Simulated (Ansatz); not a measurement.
# AgCl: the cost of one run

Computed with Ansatz 0.2.0 (DFT PBE, scalar-relativistic, unless a step's input says otherwise).

## Step 1: Starting point

It takes space group Fm-3m (No. 225, cubic). Conventional cell: a = 5.546 Å, b = 5.546 Å, c = 5.546 Å, α = 90.00°, β = 90.00°, γ = 90.00°. Ag (site symmetry m-3m) has 6 Cl at 2.77 Å as nearest neighbours. Around Cl (site symmetry m-3m) lie 6 Ag at 2.77 Å.

As a file:

```
CELL_PARAMETERS angstrom
0.00000 2.77315 2.77315
2.77315 0.00000 2.77315
2.77315 2.77315 0.00000
ATOMIC_POSITIONS crystal
Ag 0.50000 0.50000 0.50000
Cl 0.00000 0.00000 0.00000
```

Atoms are numbered in the order of the input: Ag1, Cl2.

## Step 2: After the deformation

Space group Fm-3m before, I4/mmm after.

## Step 3: LAPW, all electrons

File input.yaml:

```yaml
crystal:
  lattice:
    - [0.0, 2.6899555, 2.77315]
    - [2.6899555, 0.0, 2.77315]
    - [2.6899555, 2.6899555, 0.0]
  atoms:
    - { symbol: Ag, position: [0.5, 0.5, 0.5] }
    - { symbol: Cl, position: [0.0, 0.0, 0.0] }
kpoints:
  mp_grid: { grid: [8, 8, 8] }
  band_path:
    path:
      - [0.0, 0.0, 0.0]
      - [0.0, 0.5, 0.5]
      - [0.25, 0.75, 0.5]
      - [0.0, 0.5, 0.0]
      - [0.0, 0.0, 0.0]
      - [0.5, 0.5, 0.0]
      - [0.3676125, 0.6323875, 0.0]
      - [-0.3676125, 0.3676125, 0.0]
      - [0.0, 0.0, 0.0]
    npoints: 5
scf:
  occupations: { method: fermi_dirac, width: 0.02 }
hamiltonian:
  xc: pbe
  pseudopotentials: { kind: all_electron, lapw: { basis_error: 0.0005 } }
output:
  forces: true
  stress: true
  eigenvalues: true
```

Launch:

```bash
$ ansatz run input.yaml --threads 1 --pin off --max-ram 3072MiB --backend cpu --events-out ev --progress --plain --runs-dir out
```

What time and memory should one allow on 1 thread of Arm Neoverse V2, shared host?

About 13 s, with a peak of 0.35 GiB.
